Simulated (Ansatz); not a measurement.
Runs of Ansatz 0.2.0 on B. Symmetry: Pm-3m, No. 221, cubic system. Conventional cell: a = 1.885 Å, b = 1.885 Å, c = 1.885 Å, α = 90.00°, β = 90.00°, γ = 90.00°. B (site symmetry m-3m) has 6 B at 1.89 Å as nearest neighbours. The cell was built by a generator and needn't be a form met in nature.

```csv
task,potentials or basis,cell,k mesh,cutoff (eV),smearing,basis error allowed,mesh quality,gap on the mesh (eV),pressure (GPa)
single point,"all-electron LAPW, scalar-relativistic",as given,14 × 14 × 14,281,fermi-dirac 0.05 eV,0.001 eV/atom,not flagged,none,0.3
electric field gradients,all-electron PAW datasets made for the crystal,as given,14 × 14 × 14,320,fermi-dirac 0.05 eV,-,not flagged,none,0.4
single point,"all-electron LAPW, scalar-relativistic",as given,8 × 8 × 8,256,fermi-dirac 0.03 eV,0.002 eV/atom,coarse,none,(a)
density of states,all-electron PAW datasets made for the crystal,as given,14 × 14 × 14,320,fermi-dirac 0.05 eV,-,not flagged,none,0.4
single point,"all-electron LAPW, scalar-relativistic",cell strained at random at fixed volume,14 × 14 × 14,286,fermi-dirac 0.05 eV,0.001 eV/atom,not flagged,none,0.4
```

Alike in all rows: level PBE; no spin polarisation.

Q: Estimate the missing entries.

A: (a) 1.5.

Caveats: some runs use coarse meshes; the k mesh is thin for a metal, which can move the energy by tens of meV per atom (some runs); the program warned that the printed levels may be off, so bands, gaps and densities of states are rough (some runs); the density of states is complete only up to the lowest level of the last band computed (some runs).

A gap of «none» marks a metal or a gap under the smearing width.

The runs don't all hold the same shells in valence.
